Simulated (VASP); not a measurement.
# Bi (Im-3m) in VASP: a series of runs

Runs on Bi. Level: LDA. Tasks: single point.

Everything below comes from runs of VASP 6.6.1. Logs are shortened: lines on timing, memory, paths and dates and some standing lists are left out, and cuts for length are marked.

### 1 Starting point

It takes space group Im-3m (No. 229, cubic). The conventional cell has a = 3.889 Å, b = 3.889 Å, c = 3.889 Å, α = 90.00°, β = 90.00°, γ = 90.00°. Around Bi (site symmetry m-3m) lie 8 Bi at 3.37 Å.

This isn't the form of Bi at room conditions, which is rhombohedral.

### 2 Single point, LDA

INCAR

```
SYSTEM = Bi
PREC = Accurate ; ENCUT = 520
EDIFF = 1E-6 ; ISMEAR = -1
SIGMA = 0.1 ; LREAL = .False.
LASPH = .True. ; NELM = 100
ALGO = Normal ; ISIF = 2
LWAVE = .False. ; LCHARG = .False.
GGA = CA ; NBANDS = 14
```

KPOINTS

```
Automatic mesh
0
Gamma
  19 19 19
  0 0 0
```

POSCAR

```
Bi
1.0
   -1.9443099529      1.9443099529      1.9443099529
    1.9443099529     -1.9443099529      1.9443099529
    1.9443099529      1.9443099529     -1.9443099529
Bi
1
Direct
    0.0000000000      0.0000000000      0.0000000000
```

Potentials or basis: VASP PAW LDA potentials, release 64 (Bi_d).

The run is started by

```console
> cat potpaw_LDA.64/Bi_d/POTCAR > POTCAR
> mpirun -np 1 vasp_std > vasp.out
```

OUTCAR:

```text
SYSTEM = Bi
   PREC = Accurate
   ENCUT = 520
   EDIFF = 1E-6
   ISMEAR = -1
   LREAL = .False.
   LASPH = .True.
   NELM = 100
   ISIF = 2
   GGA = CA

 ion  position               nearest neighbor table
   1  0.000  0.000  0.000-

  LATTYP: Found a body centered cubic cell.
 ALAT       =     3.8886199058

  Lattice vectors:

 A1 = (  -1.9443099529,   1.9443099529,   1.9443099529)
 A2 = (   1.9443099529,  -1.9443099529,   1.9443099529)
 A3 = (   1.9443099529,   1.9443099529,  -1.9443099529)

Analysis of symmetry for initial positions (statically):
=====================================================================
 Subroutine PRICEL returns:
 Original cell was already a primitive cell.

 Routine SETGRP: Setting up the symmetry group for a
 body centered cubic supercell.

 Subroutine GETGRP returns: Found 48 space group operations
 (whereof 48 operations were pure point group operations)
 out of a pool of 48 trial point group operations.

The static configuration has the point symmetry O_h .

Analysis of symmetry for dynamics (positions and initial velocities):
=====================================================================
 Subroutine PRICEL returns:
 Original cell was already a primitive cell.

 Routine SETGRP: Setting up the symmetry group for a
 body centered cubic supercell.

 Subroutine GETGRP returns: Found 48 space group operations
 (whereof 48 operations were pure point group operations)
 out of a pool of 48 trial point group operations.

The dynamic configuration has the point symmetry O_h .

 Subroutine INISYM returns: Found 48 space group operations
 (whereof 48 operations are pure point group operations),
 and found     1 'primitive' translations

----------------------------------------------------------------------------------------

                                     Primitive cell

  volume of cell :      29.4006

  direct lattice vectors                    reciprocal lattice vectors
    -1.944309953  1.944309953  1.944309953     0.000000000  0.257160644  0.257160644
     1.944309953 -1.944309953  1.944309953     0.257160644  0.000000000  0.257160644
     1.944309953  1.944309953 -1.944309953     0.257160644  0.257160644  0.000000000

  length of vectors
     3.367643624  3.367643624  3.367643624     0.363680071  0.363680071  0.363680071

  position of ions in fractional coordinates (direct lattice)
     0.000000000  0.000000000  0.000000000

  ion indices of the primitive-cell ions
   primitive index   ion index
[... 76 lines left out ...]
   NSW    =      0    number of steps for IOM
   IBRION =     -1    ionic relax: 0-MD 1-quasi-New 2-CG
   NFREE  =      0    steps in history (QN), initial steepest desc. (CG)
   ISIF   =      2    stress and relaxation
   ISYM   =      2    0-nonsym 1-usesym 2-fastsym
   POTIM  = 0.5000    time-step for ionic-motion
   TEBEG  =    0.0;   TEEND  =   0.0 temperature during run
   PSTRESS=    0.0 pullay stress
   NELECT =      15.0000    total number of electrons
   NUPDOWN=      -1.0000    fix difference up-down
   EMIN   =  10.00;   EMAX   =-10.00  energy-range for DOS
   EFERMI =   0.00;   METHOD = LEGACY
   ISMEAR =    -1;   SIGMA  =   0.10  broadening in eV -4-tet -1-fermi 0-gaus
   EFERMI_NEDOS =   21; number of points for ismear=-14 and -15
   IALGO  =     38    algorithm
   IMIX   =      4    mixing-type and parameters
     AMIX     =   0.40;   BMIX     =  1.00
     AMIX_MAG =   1.60;   BMIX_MAG =  1.00
  volume/ion in A,a.u.               =      29.40       198.41
  Fermi-wavevector in a.u.,A,eV,Ry     =   1.308137  2.472020 23.282579  1.711221
  Thomas-Fermi vector in A             =   2.438824
   LORBIT       =      0    0 simple, 1 ext, 2 COOP (PROOUT), +10 PAW based schemes
   GGA     = CA    functional components
   LHFCALC =     F    Hartree Fock is set to
   AEXX    =    0.0000 exact exchange contribution
   IVDW    =     0    specifies the selected vdW correction
   LEPSILON=     F    determine dielectric tensor
   LRPA    =     F    only Hartree local field effects (RPA)
 non-spin polarized calculation
  energy-cutoff  :      520.00
  volume of cell :       29.40
 maximum number of plane-waves:       802
 NGX is ok and might be reduce to    28
   NGX = 13   NGY = 13   NGZ = 13

 number of electron      15.0000005 magnetization

 Free energy of the ion-electron system (eV)
  ---------------------------------------------------
  ext. energy  EPLUGINS =         0.00000000
  ---------------------------------------------------
  free energy    TOTEN  =        -4.47869384 eV

  energy without entropy =       -4.46001971  energy(sigma->0) =       -4.46935678

 E-fermi :   8.3962     XC(G=0): -10.8032

 val. band max:        8.3935341460   @ k =  -0.1579   0.2632   0.0526
 cond. band min:       8.3979803360   @ k =  -0.3684   0.4211   0.1579
 fundamental gap:      0.0044461900
 Fermi energy:         8.3962373770

 k-point     1 :       0.0000    0.0000    0.0000
  band No.  band energies     occupation
      1     -14.6183      2.00000
      2     -14.6183      2.00000
      3     -14.6183      2.00000
      4     -14.4603      2.00000
      5     -14.4603      2.00000
      6      -5.5363      2.00000
      7      13.8719      0.00000
      8      13.8719      0.00000
      9      13.8719      0.00000
     10      18.3948      0.00000
     11      18.9343      0.00000
     12      18.9343      0.00000
     13      18.9343      0.00000
     14      20.4958      0.00000
[... 377 lines left out ...]
      1     -14.6487      2.00000
      2     -14.5812      2.00000
      3     -14.4803      2.00000
      4     -14.4702      2.00000
      5     -14.4074      2.00000
      6      -2.9790      2.00000
      7       4.7519      2.00000
      8       9.4526      0.00005
      9      11.6556      0.00000
     10      15.7811      0.00000
     11      17.7366      0.00000
     12      19.3915      0.00000
     13      22.4067      0.00000
     14      25.0717      0.00000

 [... further k-points ...]
[... 5 lines left out ...]
  --------------------------------------------------------------------------------------
  -------------------------------------------------------------------------------------
  Total       -0.0169531     -0.0169531     -0.0169531      0.0000000      0.0000000     -0.0000000
  in kB       -0.9238520     -0.9238520     -0.9238520      0.0000000      0.0000000     -0.0000000
  external PRESSURE =      -0.9238520 kB  Pullay stress =       0.0000000 kB

 VOLUME and BASIS-vectors are now :
 -----------------------------------------------------------------------------
  energy-cutoff  :      520.00
  volume of cell :       29.40
      direct lattice vectors                 reciprocal lattice vectors
    -1.944309953  1.944309953  1.944309953     0.000000000  0.257160644  0.257160644
     1.944309953 -1.944309953  1.944309953     0.257160644  0.000000000  0.257160644
     1.944309953  1.944309953 -1.944309953     0.257160644  0.257160644  0.000000000

 POSITION                                       TOTAL-FORCE (eV/Angst)
 -----------------------------------------------------------------------------------
      0.00000      0.00000      0.00000         0.000000      0.000000      0.000000
 -----------------------------------------------------------------------------------
    total drift:                               -0.000000     -0.000000     -0.000000

  FREE ENERGIE OF THE ION-ELECTRON SYSTEM (eV)
  ---------------------------------------------------
  free  energy   TOTEN  =        -4.4786938418 eV

  energy  without entropy=       -4.4600197130  energy(sigma->0) =       -4.46935678
```

It took 46 s on 1 thread of Intel Xeon 6975P-C (Granite Rapids), shared host; peak memory 0.19 GiB.

Results:

```
Free energy            : -4.4787 eV
Pressure               : -0.1 GPa
Band gap on the k mesh : none (metal or under the smearing width)
```

Caveat: spin-orbit coupling is left out, which moves the levels of the heavy elements.

### 3 Single point, LDA

This run uses another cell than the first one, of 32.93 Å³/atom, 1.120 times its volume.

INCAR

```
PREC = Accurate
ENCUT = 520
EDIFF = 1E-7
ISMEAR = -1
SIGMA = 0.1
LREAL = False
LASPH = True
NELM = 80
ALGO = Normal
ISIF = 2
LWAVE = False
LCHARG = True
GGA = CA
LELF = True
LVHAR = True
NBANDS = 14
```

KPOINTS

```
Automatic mesh
0
Gamma
  13 13 13
```

POSCAR

```
Bi
1.0
   -2.0191635925      2.0191635925      2.0191635925
    2.0191635925     -2.0191635925      2.0191635925
    2.0191635925      2.0191635925     -2.0191635925
Bi
1
Direct
    0.0000000000      0.0000000000      0.0000000000
```

Potentials or basis: VASP PAW LDA potentials, release 64 (Bi_d).

The run is started by

```console
> cat potpaw_LDA.64/Bi_d/POTCAR > POTCAR
> mpirun -np 1 vasp_std > vasp.out
```

OUTCAR:

```text
PREC = Accurate
   ENCUT = 520
   EDIFF = 1E-7
   ISMEAR = -1
   LREAL = False
   LASPH = True
   NELM = 80
   ISIF = 2
   GGA = CA

 ion  position               nearest neighbor table
   1  0.000  0.000  0.000-

  LATTYP: Found a body centered cubic cell.
 ALAT       =     4.0383271850

  Lattice vectors:

 A1 = (  -2.0191635925,   2.0191635925,   2.0191635925)
 A2 = (   2.0191635925,  -2.0191635925,   2.0191635925)
[... 577 lines left out ...]
      3     -15.8544      2.00000
      4     -15.8468      2.00000
      5     -15.8251      2.00000
      6      -4.5193      2.00000
      7       4.7541      2.00000
      8       8.2673      0.00000
      9       9.5099      0.00000
     10      15.1229      0.00000
     11      16.1809      0.00000
     12      18.2870      0.00000
     13      19.1817      0.00000
     14      21.1114      0.00000

 [... further k-points ...]
[... 5 lines left out ...]
  --------------------------------------------------------------------------------------
  -------------------------------------------------------------------------------------
  Total       -1.1475072     -1.1475072     -1.1475072     -0.0000000      0.0000000      0.0000000
  in kB      -55.8330684    -55.8330684    -55.8330684     -0.0000000      0.0000000      0.0000000
  external PRESSURE =     -55.8330684 kB  Pullay stress =       0.0000000 kB

 VOLUME and BASIS-vectors are now :
 -----------------------------------------------------------------------------
  energy-cutoff  :      520.00
  volume of cell :       32.93
      direct lattice vectors                 reciprocal lattice vectors
    -2.019163592  2.019163592  2.019163592     0.000000000  0.247627286  0.247627286
     2.019163592 -2.019163592  2.019163592     0.247627286  0.000000000  0.247627286
     2.019163592  2.019163592 -2.019163592     0.247627286  0.247627286  0.000000000

 POSITION                                       TOTAL-FORCE (eV/Angst)
 -----------------------------------------------------------------------------------
      0.00000      0.00000      0.00000        -0.000000     -0.000000     -0.000000
 -----------------------------------------------------------------------------------
    total drift:                               -0.000000     -0.000000     -0.000000

  FREE ENERGIE OF THE ION-ELECTRON SYSTEM (eV)
  ---------------------------------------------------
  free  energy   TOTEN  =        -4.4127988969 eV

  energy  without entropy=       -4.3919540286  energy(sigma->0) =       -4.40237646
```

It took 29 s on 1 thread of Intel Xeon 6975P-C (Granite Rapids), shared host; peak memory 0.15 GiB.

What came out:

- Free energy: -4.4128 eV
- Pressure: -5.6 GPa
- Band gap on the k mesh: none (metal or under the smearing width)

Levels at points of the mesh, in eV from the Fermi level:
```
           k point  band 3  band 4  band 5  band 6  band 7  band 8  band 9  band 10  band 11  band 12
(0.00, 0.00, 0.00)  -22.89  -22.79  -22.79  -13.12    4.69    4.69    4.69     8.56    10.54    10.54
```

Caveat: spin-orbit coupling is left out, which moves the levels of the heavy elements.

### 4 Single point, LDA

This run uses another cell than the first one, of 28.22 Å³/atom, 0.960 times its volume.

INCAR

```
SYSTEM = Bi
PREC     = Accurate       ! precision mode
ENCUT    = 520            ! plane-wave cutoff, eV
EDIFF    = 1E-6           ! SCF threshold, eV
ISMEAR   = -1             ! smearing method
SIGMA    = 0.1            ! smearing width, eV
LREAL    = .False.        ! projectors in reciprocal space
LASPH    = .True.         ! aspherical terms in the spheres
NELM     = 100            ! most SCF steps
ALGO     = Fast           ! electronic algorithm
ISIF     = 2              ! what is computed and relaxed
LWAVE    = .False.        ! write WAVECAR
LCHARG   = .False.        ! write CHGCAR
NBANDS   = 14             ! bands
```

KPOINTS

```
Automatic mesh
0
Gamma
  13 13 13
  0 0 0
```

POSCAR

```
Bi
1.0
   -1.9180322728      1.9180322728      1.9180322728
    1.9180322728     -1.9180322728      1.9180322728
    1.9180322728      1.9180322728     -1.9180322728
Bi
1
Direct
    0.0000000000      0.0000000000      0.0000000000
```

The run is started by

```console
> cat potpaw_LDA.64/Bi_d/POTCAR > POTCAR
> mpirun -np 1 vasp_std > vasp.out
```

Run time: 25 s. Hardware: 1 thread of Intel Xeon 6975P-C (Granite Rapids), shared host; peak memory 0.14 GiB.

Results (log left out):

```yaml
Free_energy: -4.4670 eV
Pressure: 2.9 GPa
Band_gap_on_the_k_mesh: none (metal or under the smearing width)
```

Levels at points of the mesh, in eV from the Fermi level:
| k point | band 4 | band 5 | band 6 | band 7 | band 8 | band 9 | band 10 | band 11 |
| --- | --- | --- | --- | --- | --- | --- | --- | --- |
| (0.00, 0.00, 0.00) | -22.84 | -22.84 | -14.21 | 5.84 | 5.84 | 5.84 | 10.57 | 10.57 |

Caveat: spin-orbit coupling is left out, which moves the levels of the heavy elements.

### 5 Single point, LDA

This run uses another cell than the first one, of 25.87 Å³/atom, 0.880 times its volume.

INCAR

```
PREC = Accurate ; ENCUT = 520
EDIFF = 1E-6 ; ISMEAR = -1
SIGMA = 0.1 ; LREAL = False
LASPH = True ; NELM = 100
ALGO = Normal ; ISIF = 2
LWAVE = False ; LCHARG = True
LELF = True ; LVHAR = True
NBANDS = 14
```

KPOINTS

```
Automatic mesh
0
Gamma
  13 13 13
```

POSCAR

```
Bi
1.0
   -1.8632010633      1.8632010633      1.8632010633
    1.8632010633     -1.8632010633      1.8632010633
    1.8632010633      1.8632010633     -1.8632010633
Bi
1
Direct
    0.0000000000      0.0000000000      0.0000000000
```

Potentials or basis: VASP PAW LDA potentials, release 64 (Bi_d).

The run is started by

```console
> cat potpaw_LDA.64/Bi_d/POTCAR > POTCAR
> mpirun -np 1 vasp_std > vasp.out
```

OUTCAR:

```text
PREC = Accurate
   ENCUT = 520
   EDIFF = 1E-6
   ISMEAR = -1
   LREAL = False
   LASPH = True
   NELM = 100
   ISIF = 2

 ion  position               nearest neighbor table
   1  0.000  0.000  0.000-

  LATTYP: Found a body centered cubic cell.
 ALAT       =     3.7264021266

  Lattice vectors:

 A1 = (  -1.8632010633,   1.8632010633,   1.8632010633)
 A2 = (   1.8632010633,  -1.8632010633,   1.8632010633)
 A3 = (   1.8632010633,   1.8632010633,  -1.8632010633)

Analysis of symmetry for initial positions (statically):
=====================================================================
 Subroutine PRICEL returns:
 Original cell was already a primitive cell.

 Routine SETGRP: Setting up the symmetry group for a
 body centered cubic supercell.

 Subroutine GETGRP returns: Found 48 space group operations
 (whereof 48 operations were pure point group operations)
 out of a pool of 48 trial point group operations.

The static configuration has the point symmetry O_h .

Analysis of symmetry for dynamics (positions and initial velocities):
=====================================================================
[... 161 lines left out ...]
 Fermi energy:        10.1638887722

 k-point     1 :       0.0000    0.0000    0.0000
  band No.  band energies     occupation
      1     -12.9782      2.00000
      2     -12.9782      2.00000
      3     -12.9782      2.00000
      4     -12.7417      2.00000
      5     -12.7417      2.00000
      6      -4.7808      2.00000
      7      16.7224      0.00000
      8      16.7224      0.00000
      9      16.7224      0.00000
     10      20.6949      0.00000
     11      20.6949      0.00000
     12      20.6949      0.00000
     13      22.1204      0.00000
     14      23.2278      0.00000
[... 377 lines left out ...]
      1     -13.0164      2.00000
      2     -12.9458      2.00000
      3     -12.7705      2.00000
      4     -12.7511      2.00000
      5     -12.7141      2.00000
      6      -2.4428      2.00000
      7       7.7499      2.00000
      8      11.7730      0.00000
      9      13.1917      0.00000
     10      19.7350      0.00000
     11      20.7181      0.00000
     12      22.2810      0.00000
     13      24.0035      0.00000
     14      26.4033      0.00000

 [... further k-points ...]
[... 5 lines left out ...]
  --------------------------------------------------------------------------------------
  -------------------------------------------------------------------------------------
  Total        1.7718292      1.7718292      1.7718292      0.0000000     -0.0000000      0.0000000
  in kB      109.7218884    109.7218884    109.7218884      0.0000000     -0.0000000      0.0000000
  external PRESSURE =     109.7218884 kB  Pullay stress =       0.0000000 kB

 VOLUME and BASIS-vectors are now :
 -----------------------------------------------------------------------------
  energy-cutoff  :      520.00
  volume of cell :       25.87
      direct lattice vectors                 reciprocal lattice vectors
    -1.863201063  1.863201063  1.863201063     0.000000000  0.268355364  0.268355364
     1.863201063 -1.863201063  1.863201063     0.268355364  0.000000000  0.268355364
     1.863201063  1.863201063 -1.863201063     0.268355364  0.268355364  0.000000000

 POSITION                                       TOTAL-FORCE (eV/Angst)
 -----------------------------------------------------------------------------------
      0.00000      0.00000      0.00000        -0.000000      0.000000      0.000000
 -----------------------------------------------------------------------------------
    total drift:                               -0.000000      0.000000      0.000000

  FREE ENERGIE OF THE ION-ELECTRON SYSTEM (eV)
  ---------------------------------------------------
  free  energy   TOTEN  =        -4.3683427070 eV

  energy  without entropy=       -4.3453538469  energy(sigma->0) =       -4.35684828
```

OSZICAR:

```text
N       E                     dE             d eps       ncg     rms          rms(c)
DAV:   1     0.113748200845E+03    0.11375E+03   -0.76825E+03  2376   0.131E+03
DAV:   2     0.211574497042E+01   -0.11163E+03   -0.10796E+03  2568   0.351E+02
DAV:   3    -0.423723405991E+01   -0.63530E+01   -0.63340E+01  2932   0.789E+01
DAV:   4    -0.437397999262E+01   -0.13675E+00   -0.13671E+00  2948   0.121E+01
DAV:   5    -0.437963243119E+01   -0.56524E-02   -0.56523E-02  3276   0.228E+00    0.564E-01
DAV:   6    -0.437170972134E+01    0.79227E-02   -0.72890E-03  3284   0.127E+00    0.304E-01
DAV:   7    -0.436850706716E+01    0.32027E-02   -0.38109E-03  3410   0.948E-01    0.678E-02
DAV:   8    -0.436834480065E+01    0.16227E-03   -0.33463E-04  3164   0.282E-01    0.656E-03
DAV:   9    -0.436834277001E+01    0.20306E-05   -0.86852E-06  3242   0.436E-02    0.333E-03
DAV:  10    -0.436834270700E+01    0.63006E-07   -0.38124E-07  2214   0.683E-03
   1 F= -.43683427E+01 E0= -.43568483E+01  d E =-.229889E-01
```

It took 9.6 s on 1 thread of Intel Xeon 6975P-C (Granite Rapids), shared host; peak memory 0.13 GiB.

What came out:

```yaml
Free_energy: -4.3683 eV
Pressure: 11.0 GPa
Band_gap_on_the_k_mesh: none (metal or under the smearing width)
```

Levels at points of the mesh, in eV from the Fermi level:
```
           k point  band 3  band 4  band 5  band 6  band 7  band 8  band 9  band 10  band 11  band 12
(0.00, 0.00, 0.00)  -23.14  -22.91  -22.91  -14.94    6.56    6.56    6.56    10.53    10.53    10.53
```

Caveat: spin-orbit coupling is left out, which moves the levels of the heavy elements.

### 6 Overview

| cell | k mesh | gap on the mesh (eV) | pressure (GPa) |
| --- | --- | --- | --- |
| Im-3m, 29.4 Å³/atom | 19 × 19 × 19 | none | -0.1 |
| Im-3m, 32.93 Å³/atom | 13 × 13 × 13 | none | -5.6 |
| Im-3m, 28.22 Å³/atom | 13 × 13 × 13 | none | 2.9 |
| Im-3m, 25.87 Å³/atom | 13 × 13 × 13 | none | 11.0 |

Alike in all rows: task single point; level LDA; potentials or basis VASP PAW LDA potentials, release 64 (Bi_d); no spin polarisation; cutoff (eV) 520; smearing fermi-dirac 0.1 eV.

Every run on the cell as given and a fine mesh finds a metal.

Caveats: spin-orbit coupling is left out, which moves the levels of the heavy elements.

Absolute energies hang on the potentials; compare differences alone.
